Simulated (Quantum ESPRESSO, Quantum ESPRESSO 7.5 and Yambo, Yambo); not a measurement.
## A GW chain in Yambo: AlAs (F-43m)

Aim: the G0W0 gap of AlAs (F-43m) on PBE, step by step.

Main program and level: Quantum ESPRESSO 7.5 and Yambo 5.3.0; PBE and many-body steps on it, plane waves.

**The experiments to reproduce.**

- Gap 3.018 eV: lowest direct gap at Gamma; earlier measurement quoted from literature, technique not stated; 300 K; bulk crystal (pure AlAs, literature value used as model input) (quoted in “Simultaneous Measurement of Mid-Infrared Refractive Indices in Thin-Film Heterostructures: Methodology and Results for GaAs/AlGaAs”, 2023, arxiv:2301.08293).

Most raw output is cut from this account.

### 1. The starting structure

It takes space group F-43m (No. 216, cubic). The conventional cell has a = 5.661 Å, b = 5.661 Å, c = 5.661 Å, α = 90.00°, β = 90.00°, γ = 90.00°. Nearest to Al lie 4 As at 2.45 Å. Nearest to As lie 4 Al at 2.45 Å. Farther neighbours are not listed.

The cell and positions come from the Crystallography Open Database and are kept as given unless a step says otherwise.

### 2. Ground state

This step: Quantum ESPRESSO 7.5; DFT, PBE, plane waves, norm-conserving pseudopotentials.

The ground-state density comes first.

pw.in reads:

```
&control
  calculation = 'scf'
  prefix = 'x'
  outdir = 'o'
  pseudo_dir = 'pseudo'
/
&system
  ibrav = 0
  nat = 2
  ntyp = 2
  ecutwfc = 100.0
  nbnd = 18
  force_symmorphic = .true.
/
&electrons
  conv_thr = 1e-10
  electron_maxstep = 80
  mixing_beta = 0.5
/
ATOMIC_SPECIES
  Al 26.982 Al.upf
  As 74.922 As.upf
CELL_PARAMETERS angstrom
  0.0000000000 2.8304000000 2.8304000000
  2.8304000000 0.0000000000 2.8304000000
  2.8304000000 2.8304000000 -0.0000000000
ATOMIC_POSITIONS crystal
  Al 0.0000000000 0.0000000000 0.0000000000
  As 0.2500000000 0.2500000000 0.2500000000
K_POINTS automatic
  6 6 6 0 0 0
```

On the command line:

```bash
$ OMP_NUM_THREADS=1 mpirun -n 8 pw.x -nk 8 -in pw.in > pw.out
```

Run time: 9.3 s. Hardware: 8 MPI ranks of Arm Neoverse V1, shared host; peak memory 0.56 GiB.

This step gave:

- total energy: -8370.4302 eV
- gap: 1.438 eV
- k of the valence top: 0, 0, 0
- k of the conduction bottom: 0, -0.5, -0.5
- least direct gap: 2.050 eV

The gap is indirect, with the least direct gap 0.61 eV higher.

### 3. Bands along the symmetry lines

The cheap functional maps the bands first; the places of the edges decide which points the dearer methods must see.

pw.in reads:

```
&control
  calculation = 'bands'
  prefix = 'x'
  outdir = 'o'
  pseudo_dir = 'pseudo'
/
&system
  ibrav = 0
  nat = 2
  ntyp = 2
  ecutwfc = 100.0
  nbnd = 19
  force_symmorphic = .true.
/
&electrons
  conv_thr = 1e-9
  electron_maxstep = 80
  diago_full_acc = .true.
  diago_thr_init = 5e-6
/
ATOMIC_SPECIES
  Al 26.982 Al.upf
  As 74.922 As.upf
CELL_PARAMETERS angstrom
  0.0000000000 2.8304000000 2.8304000000
  2.8304000000 0.0000000000 2.8304000000
  2.8304000000 2.8304000000 -0.0000000000
ATOMIC_POSITIONS crystal
  Al 0.0000000000 0.0000000000 0.0000000000
  As 0.2500000000 0.2500000000 0.2500000000
K_POINTS crystal
  50
  0.00000000 0.00000000 0.00000000 1
  -0.06250000 -0.06250000 0.00000000 1
  -0.12500000 -0.12500000 0.00000000 1
  -0.18750000 -0.18750000 0.00000000 1
  -0.25000000 -0.25000000 0.00000000 1
  -0.31250000 -0.31250000 0.00000000 1
  -0.37500000 -0.37500000 0.00000000 1
  -0.43750000 -0.43750000 0.00000000 1
  -0.50000000 -0.50000000 0.00000000 1
  -0.48437500 -0.48437500 0.03125000 1
  -0.46875000 -0.46875000 0.06250000 1
  -0.45312500 -0.45312500 0.09375000 1
  -0.43750000 -0.43750000 0.12500000 1
  -0.42187500 -0.42187500 0.15625000 1
  -0.40625000 -0.40625000 0.18750000 1
  -0.39062500 -0.39062500 0.21875000 1
  -0.37500000 -0.37500000 0.25000000 1
  -0.37500000 0.00000000 0.37500000 1
  -0.32812500 0.00000000 0.32812500 1
  -0.28125000 0.00000000 0.28125000 1
  -0.23437500 0.00000000 0.23437500 1
  -0.18750000 0.00000000 0.18750000 1
  -0.14062500 0.00000000 0.14062500 1
  -0.09375000 0.00000000 0.09375000 1
  -0.04687500 0.00000000 0.04687500 1
  0.00000000 0.00000000 0.00000000 1
  0.00000000 0.00000000 0.06250000 1
  0.00000000 0.00000000 0.12500000 1
  0.00000000 0.00000000 0.18750000 1
  0.00000000 0.00000000 0.25000000 1
  0.00000000 0.00000000 0.31250000 1
  0.00000000 0.00000000 0.37500000 1
  0.00000000 0.00000000 0.43750000 1
  -0.00000000 -0.00000000 0.50000000 1
  -0.06250000 -0.03125000 0.46875000 1
  -0.12500000 -0.06250000 0.43750000 1
  -0.18750000 -0.09375000 0.40625000 1
  -0.25000000 -0.12500000 0.37500000 1
  -0.31250000 -0.15625000 0.34375000 1
  -0.37500000 -0.18750000 0.31250000 1
  -0.43750000 -0.21875000 0.28125000 1
  -0.50000000 -0.25000000 0.25000000 1
  -0.50000000 -0.28125000 0.21875000 1
  -0.50000000 -0.31250000 0.18750000 1
  -0.50000000 -0.34375000 0.15625000 1
  -0.50000000 -0.37500000 0.12500000 1
  -0.50000000 -0.40625000 0.09375000 1
  -0.50000000 -0.43750000 0.06250000 1
  -0.50000000 -0.46875000 0.03125000 1
  -0.50000000 -0.50000000 0.00000000 1
```

Wall time 5.8 s (8 MPI ranks); peak memory 0.5 GiB.

This step gave:

- gap: 1.438 eV
- k of the valence top: 0, 0, 0
- k of the conduction bottom: -0.5, -0.5, 0
- least direct gap: 2.050 eV

The gap is 1.438 eV, as in the run before at this level.

The electronic bands at the labelled points (eV, zero at the top of the highest filled band):

```csv
point,band 10,band 11,band 12,band 13,band 14,band 15,band 16,band 17
Γ,-11.87,0.00,0.00,0.00,2.05,4.29,4.29,4.29
halfway,-11.09,-3.21,-1.34,-1.34,2.59,3.78,6.84,6.84
X,-9.90,-5.43,-2.17,-2.17,1.44,2.30,10.32,10.32
halfway,-9.90,-5.35,-2.71,-2.08,1.80,3.03,9.53,9.58
U,-9.93,-5.17,-3.41,-1.80,2.24,4.98,8.18,8.33
jump to K,-9.93,-5.17,-3.41,-1.80,2.24,4.98,8.18,8.33
halfway,-11.03,-3.68,-2.00,-0.46,3.71,4.97,5.18,5.93
Γ,-11.87,0.00,0.00,0.00,2.05,4.29,4.29,4.29
halfway,-11.29,-3.38,-0.48,-0.48,2.62,4.92,4.92,6.46
L,-10.45,-5.57,-0.82,-0.82,2.14,4.69,4.69,7.76
halfway,-10.19,-5.26,-2.69,-1.54,3.67,4.25,6.68,7.66
W,-9.87,-5.08,-3.18,-2.82,4.33,5.65,5.71,6.07
halfway,-9.89,-5.28,-2.69,-2.54,2.50,3.41,8.13,8.86
X,-9.90,-5.43,-2.17,-2.17,1.44,2.30,10.32,10.32
```

### 4. Empty states on the mesh, 4×4×4 mesh, 548 bands

The sums over transitions need many empty states on a uniform mesh; this step solves for them.

pw.in reads:

```
&control
  calculation = 'nscf'
  prefix = 'x'
  outdir = 'o'
  pseudo_dir = 'pseudo'
/
&system
  ibrav = 0
  nat = 2
  ntyp = 2
  ecutwfc = 100.0
  nbnd = 548
  force_symmorphic = .true.
/
&electrons
  conv_thr = 1e-9
  electron_maxstep = 80
  diago_full_acc = .true.
  diago_thr_init = 5e-6
/
ATOMIC_SPECIES
  Al 26.982 Al.upf
  As 74.922 As.upf
CELL_PARAMETERS angstrom
  0.0000000000 2.8304000000 2.8304000000
  2.8304000000 0.0000000000 2.8304000000
  2.8304000000 2.8304000000 -0.0000000000
ATOMIC_POSITIONS crystal
  Al 0.0000000000 0.0000000000 0.0000000000
  As 0.2500000000 0.2500000000 0.2500000000
K_POINTS automatic
  4 4 4 0 0 0
```

On the command line:

```bash
$ OMP_NUM_THREADS=1 mpirun -n 8 pw.x -nk 4 -in pw.in > pw.out
```

The job ended after 1.9 min (8 MPI ranks; peak memory 1.7 GiB; 13 min of CPU time).

Numbers from this step:

| Item | Value |
| --- | --- |
| gap | 1.438 eV |
| k of the valence top | 0, 0, 0 |
| k of the conduction bottom | 0, -0.5, -0.5 |
| least direct gap | 2.050 eV |
| k points computed | 8 |
| lowest point of the top converged band, above the valence top | 286.8602 eV |

On this mesh the gap is 1.438 eV.

### 5. Conversion and set-up

This step: Yambo 5.3.0; conversion and set-up on PBE, plane waves, norm-conserving pseudopotentials.

The states are converted to the many-body program's format and the q mesh is built.

On the command line:

```bash
$ (cd o/x.save; p2y > p2y.log; mv SAVE ../..); yambo > setup.log
```

The job ended after 4.2 s (1 MPI rank; peak memory 0.25 GiB).

### 6. Screening and self-energy, 4×4×4 mesh, 231 bands, screening to 231.3 eV

Now the one-shot GW correction: screening in the RPA, then the self-energy of the levels asked for.

This step: G0W0 on PBE, plane waves, norm-conserving pseudopotentials.

gw2.in reads:

```
HF_and_locXC
gw0
dyson
ppa
em1d
rim_cut
RandQpts= 1000000
RandGvec= 1 RL
EXXRLvcs= 100 Ry
VXCRLvcs= 400 Ry
Chimod= "HARTREE"
% BndsRnXp
 1 | 231 |
%
NGsBlkXp= 17 Ry
% LongDrXp
 1 | 1 | 1 |
%
% GbndRnge
 1 | 231 |
%
DysSolver= "n"
ExtendOut
PPAPntXp= 27.21138 eV
% QPkrange
 1 | 1 | 12 | 15 |
 7 | 7 | 12 | 15 |
%
```

On the command line:

```bash
$ OMP_NUM_THREADS=1 mpirun -n 8 yambo -F gw2.in -J gw2 -C gw2 > gw2.log
```

It took 6.2 min on 8 MPI ranks; peak memory 4 GiB.

Numbers from this step:

| Quantity | Value |
| --- | --- |
| G0W0 gap on the points computed | 2.048 eV |
| starting gap on the mesh | 1.438 eV |
| k of the valence top | 0, 0, 0 |
| k of the conduction bottom | 0, -0.5, -0.5 |
| least direct G0W0 gap on the computed points | 2.845 eV |
| Z at the valence top | 0.7873 |
| Z at the conduction bottom | 0.8044 |

The gap on the mesh goes from 1.44 eV to 2.05 eV, a correction of +0.61 eV.

Limits: finite bands, cutoff and mesh; no spin-orbit coupling; coarse k mesh. v1 is the top filled band, c1 the lowest empty one. Levels before and after the correction, in eV, zero at the valence-band top of each column:

```
           conduction bottom  valence top
Kohn-Sham               1.44         0.00
     G0W0               2.05         0.00
```

```
                         level  energy (eV)
Kohn-Sham              Γ v2-v1        0.000
Kohn-Sham                 Γ c1        2.050
Kohn-Sham                 Γ c2        4.292
Kohn-Sham  (0 -0.5 -0.5) v2-v1       -2.173
Kohn-Sham     (0 -0.5 -0.5) c1        1.438
Kohn-Sham     (0 -0.5 -0.5) c2        2.301
     G0W0              Γ v2-v1        0.000
     G0W0                 Γ c1        2.845
     G0W0                 Γ c2        5.045
     G0W0  (0 -0.5 -0.5) v2-v1       -2.337
     G0W0     (0 -0.5 -0.5) c1        2.047
     G0W0     (0 -0.5 -0.5) c2        3.026
```

### 7. Where the time went

Times are wall times on the hardware named with each run, good to a factor of about two.

| step | time | share | memory (GiB) |
| --- | --- | --- | --- |
| ground state | 9.3 s | 2 % | 0.56 |
| bands along the symmetry lines | 5.8 s | 1 % | 0.5 |
| empty states on the mesh | 1.9 min | 22 % | 1.7 |
| conversion and set-up | 4.2 s | 1 % | 0.25 |
| screening and self-energy | 6.2 min | 74 % | 4.0 |

### 8. Outcome

```
PBE gap              : 1.44 eV, indirect
G0W0 gap on the mesh : 2.05 eV
GW settings          : 4×4×4 mesh, 231 bands, screening to 231.3 eV, Godby-Needs plasmon pole
known limits         : not at the basis limit; no spin-orbit coupling; coarse k mesh
```

What this shows: G0W0 moves the gap on the mesh from 1.44 eV to 2.05 eV (+0.61 eV), with Z of 0.79 and 0.80 at the edges. Only 2 of the mesh's irreducible points were corrected, so a valley elsewhere could overtake. The dearest step here is «screening and self-energy». Against experiment, by G0W0@PBE: the direct gap of 2.84 eV lies −0.17 eV from the measured 3.018 eV (direct, 300 K, quoted 2023). An exciton line or allowed optical edge lies below the quasiparticle gap by the binding energy; a forbidden edge can push the onset above it. The calculation has static nuclei and no excitons; a measured gap holds zero-point and thermal motion, which mostly lowers it. Bands and cutoff are finite, so the gap is not at the basis limit. The miss can reach some tenths of an eV and take either sign; the mesh is an error of its own. In the G0W0 run levels were corrected at 2 k points alone, so a gap called «on the mesh» is the least over those, and an edge elsewhere would be missed. The 4×4×4 mesh is coarse for this cell, which bears on the long-range parts of exchange and screening. The many-body steps are scalar-relativistic: spin-orbit coupling is not in them.

[Paths, hosts, dates, memory and timing lines, banners, echoed tables and standing remarks are left out of the program output.]

[Logs are printed without paths, hosts, clocks, repeated set-up lines and the standing remarks that a program may print on its own settings, such as how far it seeks lower states.]

[Runs of the session that timed out or met a known fault of the program may be left out.]

[Hosts, paths, dates, database ids (printed as entryN), source tags and the programs' standing remarks are cut or masked in the printed files.]
